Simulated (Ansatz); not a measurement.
Sm:

```
Sm
1.0
     3.64969    0.00000    0.00000
    -1.82484    3.16072    0.00000
     0.00000    0.00000   11.72086
Sm
4
Direct
  0.66667 0.33333 0.75000
  0.33333 0.66667 0.25000
  0.00000 0.00000 0.50000
  0.00000 0.00000 0.00000
```

This isn't the form of Sm at room conditions, which is rhombohedral.

Alike in all runs: program Ansatz 0.2.0; functional PBEsol; potentials or basis Ansatz PAW; cutoff 420 eV (not typed: the program's choice for these potentials); k mesh 8 × 8 × 3; occupations fermi-dirac, width 0.05 eV.

Starts and where they ended:

```tsv
start	free energy over the lowest (meV/atom)	net moment (μB)	site or absolute moments (μB)	gap
collinear spin, random start of up to 5.86 μB	32.3	13.17	Sm -5.88, +6.15, +6.00	none (metal or under the smearing width)
collinear spin, ferrimagnetic start of up to 5 μB	19.9	0.00	Sm +6.00, -6.00, +6.05, -6.05	none (metal or under the smearing width)
collinear spin, antiferromagnetic start of up to 5 μB	19.9	0.00	Sm +6.00, -6.00, +6.05, -6.05	none (metal or under the smearing width)
collinear spin, ferromagnetic start of up to 6.5 μB	0.0	26.10	Sm +6.10, +6.11	none (metal or under the smearing width)
no spin polarisation	4699.9	-	-	none (metal or under the smearing width)
collinear spin, ferromagnetic start of up to 5 μB	0.0	26.10	Sm +6.10, +6.11	none (metal or under the smearing width)
```

The spin-polarised runs without a constraint all converged, yet they end up to 32 meV/atom apart: a converged run can sit in a state that isn't the lowest. Allowing spin polarisation gains 4700 meV/atom. A still lower state may exist.

Caveats: the magnetic or orbital state may not be the lowest (some runs); spin-orbit coupling is left out, which moves the levels of the heavy elements (some runs).
